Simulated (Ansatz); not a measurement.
# Ta (100): surface energy and levels, part 2 of 3

Aim: for Ta, relax the bulk, then cut the (100) surface, relax it and get its surface energy and levels.

Ansatz 0.2.0; DFT PBE, scalar-relativistic, plane waves, PAW.

**6. Single point on the unrelaxed (100) slab**

A dipole layer in the vacuum cancels the field that periodic copies would set up if the slab's two faces differ.

File input.yaml:

```yaml
crystal:
  lattice:
    - [3.3190540256, 0.0, 0.0]
    - [0.0, 3.3190540256, 0.0]
    - [0.0, 0.0, 24.9571620767]
  atoms:
    - { symbol: Ta, position: [0.5, 0.5, 0.3005149374] }
    - { symbol: Ta, position: [0.0, 0.0, 0.3670099583] }
    - { symbol: Ta, position: [0.5, 0.5, 0.4335049791] }
    - { symbol: Ta, position: [0.0, 0.0, 0.5] }
    - { symbol: Ta, position: [0.5, 0.5, 0.5664950209] }
    - { symbol: Ta, position: [0.0, 0.0, 0.6329900417] }
    - { symbol: Ta, position: [0.5, 0.5, 0.6994850626] }
basis:
  ecutwfc: 420
kpoints:
  mp_grid: { grid: [10, 10, 1] }
hamiltonian:
  xc: pbe
scf:
  occupations: { method: gaussian, width: 0.1 }
output:
  forces: true
  eigenvalues: true
  write_density: true
  write_potential: true
  elf: true
  volumetric_format: npy
efield:
  axis: 3
  dipole_correction: true
  ramp_width: 0.04
```

On the command line:

```
ansatz run input.yaml --threads 2 --pin off --max-ram 5120MiB --backend cpu --events-out ev --progress --plain --runs-dir out
```

What it wrote:

```text
Warning: RAYON_NUM_THREADS=2 ignored (pool sized by the plan → 2); use --threads N
Engine: ansatz 0.2.0, aarch64-unknown-linux-gnu
Pseudopotentials: kind: paw
Pseudopotential: Ta, paw, valence charge 13, recommended cutoff 420 eV (normal), Ta.paw.azcp
Functional definition: PBE
  parameter kappa = 0.804
  parameter beta = 0.06672455060314922
  exchange = pbe_x(kappa = kappa, mu = beta*pi^2/3)
  correlation = pbe_c(beta = beta)
Crystal: 7 atoms, lattice volume = 274.931 Å³
Basis set: ecut = 420 eV, 5419 PW (Γ), exchange–correlation on 48×48×360 points (8 copies of the dense FFT grid, shifted against one another)
Bands: 55, of which v1, the nominal top of the filled ones, is band 46 counted from 1 (45 counted from 0)
Symmetry: 8 space group operations
k-points: 21 of 100
Non-local potential: Ta, projectors of the file, l = 0: 3, l = 1: 2, l = 2: 2, l = 3: 1
PAW form: soft (Blöchl's): semilocal exchange-correlation on the pseudo side does not see the compensation charge
PAW one-centre angular grid: Ta, 590 points (default); XC on 64 Gauss nodes
Initial density: superposition of atomic densities (neutral atoms: chi_scale 0, normalization atom), corrected by the library's trained network
Initial wavefunctions: pseudopotential atomic-orbital guess
Functional: x = pbe(κ = 0.804, μ = 0.2195149727645171), c = pbe(β = 0.06672455060314922)
SCF iter   1: F=—  HF=-69522.149701 eV  |F-HF|=—  |Δ(HF+E_count)|=         —  Δρ=9.30e-3  dr2=5.95e0  ethr=1.77e-3  p=-0.000 e·Å  D=-4.65e-14 V/Å  ΔV_dip=0.00 eV  dr2_dipole=3.78e-6  V_vac-E_F(+/−)=4.21/4.21 eV  ⟨swp⟩=8.3  Hψ=5424  notcnv=0  defer=1
efield: sawtooth ramp at fractional position 0.9800 (placed from the atoms, in the widest stretch of the axis that holds none; the zero of the levels goes with the place), width 0.0400; the density the first Hamiltonian is built on has a dipole p = -0.000 e·Å; the dipole correction subtracts the counter field D = -4.65e-14 V/Å, which shifts the + side's vacuum level by +0.00 eV against the − side's; the planar-averaged density in the ramp window peaks in size at 7.0e-5 e/Å³
preconditioner: auto → LDOS  [metal: Δε(μ)=0.015 eV  Ē_g=3.571 eV  σ=0.100 eV  W_gap=0.09  n_scr=54 (ndim 8)  ℏωp=13.2 eV  f_vac=0.451  D(μ)=6.41/eV (n_scr^D=44)  β→1.0]
SCF iter   2: F=—  HF=-69522.065973 eV  |F-HF|=—  |Δ(HF+E_count)|=   8.37e-2  Δρ=6.46e-3  dr2=1.66e0  ethr=1.77e-3  p=0.000 e·Å  D=2.23e-4 V/Å  ΔV_dip=-0.01 eV  dr2_dipole=2.35e-5  V_vac-E_F(+/−)=3.91/3.91 eV  ⟨swp⟩=3.1  Hψ=1657  notcnv=0  defer=50
SCF iter   3: F=—  HF=-69522.010929 eV  |F-HF|=—  |Δ(HF+E_count)|=   5.50e-2  Δρ=8.57e-4  dr2=5.10e-3  ethr=1.77e-3  p=0.000 e·Å  D=3.99e-5 V/Å  ΔV_dip=-0.00 eV  dr2_dipole=3.16e-7  V_vac-E_F(+/−)=3.96/3.96 eV  ⟨swp⟩=1.4  Hψ=1150  notcnv=0  defer=50
SCF iter   4: F=—  HF=-69522.013398 eV  |F-HF|=—  |Δ(HF+E_count)|=   2.47e-3  Δρ=3.80e-4  dr2=1.35e-3  ethr=5.61e-6  p=0.000 e·Å  D=1.57e-5 V/Å  ΔV_dip=-0.00 eV  dr2_dipole=1.00e-8  V_vac-E_F(+/−)=4.00/4.00 eV  ⟨swp⟩=2.9  Hψ=1615  notcnv=0  defer=49
SCF iter   5: F=—  HF=-69522.013464 eV  |F-HF|=—  |Δ(HF+E_count)|=   6.63e-5  Δρ=1.64e-4  dr2=6.37e-4  ethr=1.48e-6  p=0.000 e·Å  D=6.00e-6 V/Å  ΔV_dip=-0.00 eV  dr2_dipole=5.85e-9  V_vac-E_F(+/−)=4.00/4.00 eV  ⟨swp⟩=2.0  Hψ=1442  notcnv=0  defer=49
SCF iter   6: F=—  HF=-69522.013446 eV  |F-HF|=—  |Δ(HF+E_count)|=   1.80e-5  Δρ=7.51e-5  dr2=1.36e-4  ethr=7.00e-7  p=0.000 e·Å  D=3.98e-6 V/Å  ΔV_dip=-0.00 eV  dr2_dipole=2.04e-9  V_vac-E_F(+/−)=4.01/4.01 eV  ⟨swp⟩=1.4  Hψ=1147  notcnv=0  defer=49
SCF iter   7: F=—  HF=-69522.013447 eV  |F-HF|=—  |Δ(HF+E_count)|=   1.08e-6  Δρ=1.83e-5  dr2=9.36e-6  ethr=1.49e-7  p=0.000 e·Å  D=3.91e-7 V/Å  ΔV_dip=-0.00 eV  dr2_dipole=2.38e-11  V_vac-E_F(+/−)=4.02/4.02 eV  ⟨swp⟩=1.9  Hψ=1236  notcnv=0  defer=49
SCF iter   8: F=—  HF=-69522.013562 eV  |F-HF|=—  |Δ(HF+E_count)|=   1.14e-4  Δρ=4.95e-6  dr2=4.02e-7  ethr=1.03e-8  p=0.000 e·Å  D=6.33e-8 V/Å  ΔV_dip=-0.00 eV  dr2_dipole=2.67e-12  V_vac-E_F(+/−)=4.02/4.02 eV  ⟨swp⟩=2.1  Hψ=1503  notcnv=0  defer=45
SCF iter   9: F=-69522.013562 eV  HF=-69522.013562 eV  |F-HF|=2.23e-8  |Δ(HF+E_count)|=   1.57e-9  Δρ=1.39e-6  dr2=2.58e-8  ethr=1.10e-10  p=-0.000 e·Å  D=-7.43e-8 V/Å  ΔV_dip=0.00 eV  dr2_dipole=1.68e-12  V_vac-E_F(+/−)=4.02/4.02 eV  ⟨swp⟩=23.8  Hψ=9911  notcnv=0
SCF 1 converged in 9 iterations: F = -69522.013562 eV  dr2 = 2.58e-8
WARN: The output density's exchange-correlation potential varies sharply where the density is thin. Do not read a vacuum level from v_tot or v_xc, or from such a field of the output density. On a cell that repeats whose density bears no net charge and no dipole along the vacuum's axis use v_es (v_loc + v_h of the components); under efield.dipole_correction with no amplitude use v_es + v_field, which holds any external_charges[].barrier, or the levels of the report's work_function block, which leave it out; under a non-zero efield.amplitude the vacuum is tilted and has no level; on a cell that repeats and bears such a dipole with no correction it is tilted too, and efield.dipole_correction with no amplitude gives each side of its ramp a level where efield: is served; in a cell that repeats whose density bears a net charge (total_charge, or a fill off its count) it is curved and has none; of a slab under crystal.periodic whose density bears no net charge use v_es, which has a level on each side, short of where the two are joined; of another it falls or rises all the way out and has none; of a slab beside external_charges read slab_vacuum_level instead, which it has where they leave it neutral. The grid or the basis barely resolves most such structure, and the values can differ between equally converged runs; as a rule a tighter scf.convergence.dr2_threshold does not remove it. Where the density itself ripples (under the LDA too) a higher basis.ecutwfc lessens it. The files hold the spikes' plane waves up to the density's cutoff. Files: v_tot_of_output_density and the like, and their columns of v_z.tsv (output.write_potential); v_xc_of_output_density and the like, and their columns of v_comp_z.tsv (output.write_potential_components). Measured: with its Gaussian average of σ = 0.25 Å subtracted twice, the exchange-correlation potential is over 0.1 eV at 1110 of the grid points where the equally averaged density (valence and model cores) is under 1e-3 e/Å³, and 1.24 eV at the most among them, at an averaged density of 2.9e-7 e/Å³. The input density's (outcome.potential() and, of a run that writes arrays, v_tot and v_xc) is over 0.1 eV, so measured, at 477 points of its own thin density, 1.38 eV at the most. See output.write_potential in the manual, Limitations
SCF converged after 9 iterations
Free energy (F): -69522.013562 eV
Harris-Foulkes:  -69522.013562 eV  (|F-HF|=2.23e-8)
Internal energy: -69521.984224 eV  (E = F + TS)
E sigma→0 (E₀):  -69521.998893 eV
Entropy (-TS):   -0.029338 eV (-4.191 meV/atom)
Fermi energy:    6.668189 eV
Dipole field:    D = 0.000001 V/Å  (p = 0.000002 e·Å, saw-weighted, corrected)
Work function:   Φ+ = 4.0206 eV   Φ− = 4.0207 eV
Levels:          The Fermi level and band energies are counted from a zero that moves with the ramp; work functions are not
--- Per-component energies (eV) ---
  E_band       = -1841.594905
  E_kinetic    = 2545.590074
  E_local      = -85235.621631  (includes V_loc(G=0)·N_el)
  E_nonlocal   = 101.298675
  E_hartree    = 41476.178115
  E_xc         = -1521.262170
  E_vxc        = -1417.652093  (∫ρ·V_xc dr)
  E_paw        = -58774.149345  (= ΣΔE_a)
  E_vpaw       = -787.541068  (= ΣTr[D̂ρ^β])
  E_aug_tail   = 0.000966  (compensation charges beyond the density's cutoff)
  E_efield     = 0.000000  (sawtooth field / dipole correction)
  E_vefield    = 0.000000  (∫n·V_field dr)
  E_ewald      = 31885.981093
  E_smearing   = -0.029338  (= −TS)
  E_closure    = -0.000000  (closes the sum)
  Σ components = -69522.013562   (vs F -69522.013562, Δ=0.00e0)
--- Forces (eV/Å), atoms counted from 1 ---
  atom   1  Ta     0.00000000    -0.00000000     1.21848197
  atom   2  Ta    -0.00000000     0.00000000    -1.09057176
  atom   3  Ta    -0.00000000    -0.00000000    -0.35773129
  atom   4  Ta     0.00000000     0.00000000     0.00000011
  atom   5  Ta     0.00000000    -0.00000000     0.35773453
  atom   6  Ta     0.00000000    -0.00000000     1.09057118
  atom   7  Ta    -0.00000000     0.00000000    -1.21848663
  max |Σ_I F_I| component: 1.89e-6 eV/Å
--- Band table (eV; the first three rows and the last of 21) ---
  k-point 0: bands = ["-61.6179", "-61.6178", "-60.6164", "-60.6141", "-60.4849", "-60.4174", "-60.3573", "-28.1644", "-28.1642", "-28.0083", "-28.0083", "-28.0082", "-28.0082", "-27.2991", "-27.2838", "-27.2447", "-27.2447", "-27.1484", "-27.1484", "-27.1304", "-26.9645", "-26.9645", "-26.8837", "-26.7397", "-26.7397", "-26.6134", "-26.5575", "-26.5575", "-0.9647", "-0.1499", "1.1569", "2.5655", "3.0003", "3.0690", "3.4271", "3.5226", "3.5660", "4.2949", "5.4958", "6.5590", "6.5998", "6.9452", "7.1146", "7.1146", "7.1824", "7.1824", "7.3288", "7.3288", "7.4120", "7.7591", "7.8207", "7.8207", "8.5028", "8.5178", "8.7951"]
  k-point 1: bands = ["-61.6170", "-61.6170", "-60.6145", "-60.6125", "-60.4821", "-60.4178", "-60.3603", "-28.1667", "-28.1664", "-28.0303", "-28.0302", "-28.0032", "-28.0032", "-27.3304", "-27.3033", "-27.2294", "-27.2283", "-27.2236", "-27.1409", "-27.0647", "-27.0129", "-26.9643", "-26.8405", "-26.7635", "-26.7478", "-26.5938", "-26.5729", "-26.5707", "-0.7542", "0.0351", "1.2955", "2.6439", "3.1274", "3.2158", "3.5008", "3.6142", "3.6874", "4.3912", "5.4590", "6.4212", "6.5230", "6.6438", "6.8255", "6.8266", "7.1434", "7.1456", "7.1635", "7.3371", "7.3378", "7.6567", "7.9059", "8.2918", "8.5169", "8.6886", "8.8595"]
  k-point 2: bands = ["-61.6149", "-61.6149", "-60.6096", "-60.6084", "-60.4736", "-60.4190", "-60.3690", "-28.1738", "-28.1734", "-28.0858", "-28.0855", "-27.9900", "-27.9899", "-27.3950", "-27.3710", "-27.2529", "-27.2523", "-27.1860", "-27.1195", "-27.0418", "-27.0407", "-26.9628", "-26.8147", "-26.7769", "-26.7707", "-26.6177", "-26.5884", "-26.5721", "-0.1503", "0.5535", "1.6484", "2.7549", "3.3979", "3.5452", "3.5835", "3.6493", "4.2106", "4.8862", "5.5889", "6.1216", "6.2138", "6.2839", "6.3236", "6.6057", "6.6097", "6.7831", "6.9927", "7.5067", "7.6073", "7.6659", "7.6710", "8.6895", "8.7033", "8.7294", "8.7546"]
  k-point 20: bands = ["-61.6025", "-61.6025", "-60.5900", "-60.5899", "-60.4187", "-60.4151", "-60.4097", "-28.2124", "-28.2124", "-28.2117", "-28.2117", "-28.0986", "-28.0985", "-27.5432", "-27.5432", "-27.3738", "-27.3738", "-27.1359", "-27.1210", "-27.1210", "-27.1094", "-27.0218", "-26.9213", "-26.9209", "-26.8275", "-26.8275", "-26.5870", "-26.5870", "2.5523", "2.6083", "3.3388", "3.4582", "4.4832", "4.6034", "4.8634", "4.8634", "4.9250", "4.9250", "5.0575", "5.0575", "5.1714", "5.4259", "5.4259", "6.2011", "6.2011", "7.2739", "7.2739", "8.7472", "8.7472", "8.8964", "8.8964", "9.0728", "9.1309", "10.5127", "10.6501"]
```

Run time: 24 s. Hardware: 2 threads of Arm Neoverse V1, shared host; peak memory 0.59 GiB.

This gives work function 4.02 eV.

Plane-averaged electrostatic potential energy of an electron across the slab, counted from the Fermi level:

(z (Å), V (eV)): (1.66, 4.02), (2.22, 4.02), (2.50, 4.02), (3.05, 4.02), (3.33, 4.01), (3.88, 4.00), (4.44, 3.95), (4.71, 3.90), (5.27, 3.63), (5.55, 3.32), (6.10, 1.84), (6.66, -2.81), (6.93, -7.01), (7.49, -13.56), (7.76, -12.11), (8.32, -7.12), (8.60, -8.23), (9.15, -13.17), (9.71, -8.51), (9.98, -7.05), (10.54, -11.37), (10.81, -13.05), (11.37, -8.35), (11.92, -8.28), (12.20, -11.37), (12.76, -11.37), (13.03, -8.28), (13.59, -8.35), (14.14, -13.05), (14.42, -11.37), (14.97, -7.05), (15.25, -8.51), (15.81, -13.17), (16.36, -8.23), (16.64, -7.12), (17.19, -12.11), (17.47, -13.56), (18.02, -7.01), (18.30, -2.81), (18.86, 1.84), (19.41, 3.32), (19.69, 3.63), (20.24, 3.90), (20.52, 3.95), (21.07, 4.00), (21.63, 4.01), (21.91, 4.02), (22.46, 4.02), (22.74, 4.02), (23.29, 4.02)

Density in a lattice plane of the grid's cell (edges 3.32 and 24.96 Å, at 0.500 of the third edge), which holds Ta.

Values in e/Å³, 12 rows by 6 columns:
```
0.00 0.00 0.00 0.00 0.00 0.00
0.00 0.00 0.00 0.00 0.00 0.00
0.05 0.06 0.12 0.18 0.12 0.06
0.24 0.29 0.72 1.51 0.72 0.29
0.22 0.33 2.51 4.36 2.51 0.33
0.22 0.23 0.23 0.23 0.23 0.23
0.22 0.33 2.51 4.36 2.51 0.33
0.24 0.29 0.72 1.51 0.72 0.29
0.05 0.06 0.12 0.18 0.12 0.06
0.00 0.00 0.00 0.00 0.00 0.00
0.00 0.00 0.00 0.00 0.00 0.00
0.00 0.00 0.00 0.00 0.00 0.00
```
Columns run along the first of these edges and rows up along the second, over one cell in 6 and 12 even steps from the bottom left corner. Atoms in the plane (fractional): Ta at (0.50, 0.30), Ta at (0.50, 0.43), Ta at (0.50, 0.57), Ta at (0.50, 0.70).

ELF in the same plane.

Values, 12 rows by 6 columns:
```
0.00 0.00 0.00 0.00 0.00 0.00
0.03 0.03 0.03 0.03 0.03 0.03
0.26 0.17 0.15 0.19 0.15 0.17
0.61 0.41 0.30 0.50 0.30 0.41
0.48 0.18 0.67 0.62 0.67 0.18
0.40 0.51 0.53 0.43 0.53 0.51
0.48 0.18 0.67 0.62 0.67 0.18
0.61 0.41 0.30 0.50 0.30 0.41
0.26 0.17 0.15 0.19 0.15 0.17
0.03 0.03 0.03 0.03 0.03 0.03
0.00 0.00 0.00 0.00 0.00 0.00
0.00 0.00 0.00 0.00 0.00 0.00
```
Columns run along the first of these edges and rows up along the second, over one cell in 6 and 12 even steps from the bottom left corner. Atoms in the plane (fractional): Ta at (0.50, 0.30), Ta at (0.50, 0.43), Ta at (0.50, 0.57), Ta at (0.50, 0.70).

Both are smooth fields of the valence electrons: close to the nuclei they are not physical.

Maxima of ELF outside the ion cores: 0.65 between the atoms, 1.7 Å from Ta.

[end of part 2 of 3]
